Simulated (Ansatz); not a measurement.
Runs of Ansatz 0.2.0 on SnO2 (Cassiterite). The structure is tetragonal, space group P4_2/mnm (No. 136). The conventional cell has a = 4.738 Å, b = 4.738 Å, c = 3.187 Å, α = 90.00°, β = 90.00°, γ = 90.00°. Sn (site symmetry mmm) is surrounded by 6 O at 2.05 to 2.06 Å. O (site symmetry m2m) has 3 Sn at 2.05 to 2.06 Å as nearest neighbours. 

```csv
task,level,potentials or basis,cell,cutoff (eV),points for each segment of the path,gap on the mesh (eV),pressure (GPa),relaxed volume (Å³/atom)
relaxation of cell and atoms,LDA,Ansatz PAW,relaxed,420,-,1.16,0.0,11.86
relaxation of cell and atoms,r2SCAN,Ansatz PAW,relaxed,500,-,1.77,0.0,12.09
band structure,RPBE,Ansatz PAW,as given,420,14,(b),15.4,-
relaxation of cell and atoms,SVWN5,Ansatz PAW,relaxed,420,-,(a),0.0,11.85
```

Alike in all rows: no spin polarisation; k mesh 6 × 6 × 8; smearing fermi-dirac 0.05 eV.

Fill in the values left out.

(a) 1.17; (b) 1.37.

Caveats: spin-orbit coupling is left out, which moves the levels of the heavy elements; the PAW data sets come from PBE, with cores solved anew for the run's functional, which leaves a small shift of forces and pressure; the plane-wave basis is chosen anew once the cell has moved, so the energies of steps on either side of that aren't comparable (some runs); so large a pressure means that the cell lies far from this level's equilibrium, or that cutoff or potentials fall short (some runs).

A k mesh can miss the band edges, and the runs leave out spin-orbit coupling on Sn.
